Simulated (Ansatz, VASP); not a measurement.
# One calculation of Au, two programs

```
Au
1.0
     0.00000    2.05159    2.05159
     2.05159    0.00000    2.05159
     2.05159    2.05159    0.00000
Au
1
Direct
  0.00000 0.00000 0.00000
```

Alike in both runs: functional PBE; dispersion D3(BJ); k mesh 18 × 18 × 18; occupations gaussian, width 0.1 eV; no spin polarisation.

Ansatz relaxed the structure, and its values are those at the end. VASP's run is a single point on that final structure, the one shown.

|  | VASP | Ansatz |
| --- | --- | --- |
| version | VASP 6.6.1 | Ansatz 0.2.0 |
| potentials or method | VASP PAW PBE potentials, release 64 (Au) | scalar-relativistic, plane waves, PAW |
| plane-wave cutoff (eV) | 520 | 420 |
| valence electrons in the cell | 11 | 19 |

Ansatz gave:

- gap on the k mesh at the Fermi level (eV): none
- pressure (GPa): 0.0

Estimate VASP's values.

gap on the k mesh at the Fermi level (eV): none; pressure (GPa): -0.3.

A gap of «none» marks a metal or a gap that the smearing closes. The two sets of potentials don't hold the same shells in valence.

Caveats: pairwise dispersion overbinds metals, which lowers pressure and volume. The runs have no spin-orbit coupling, so splittings on Au are missing.
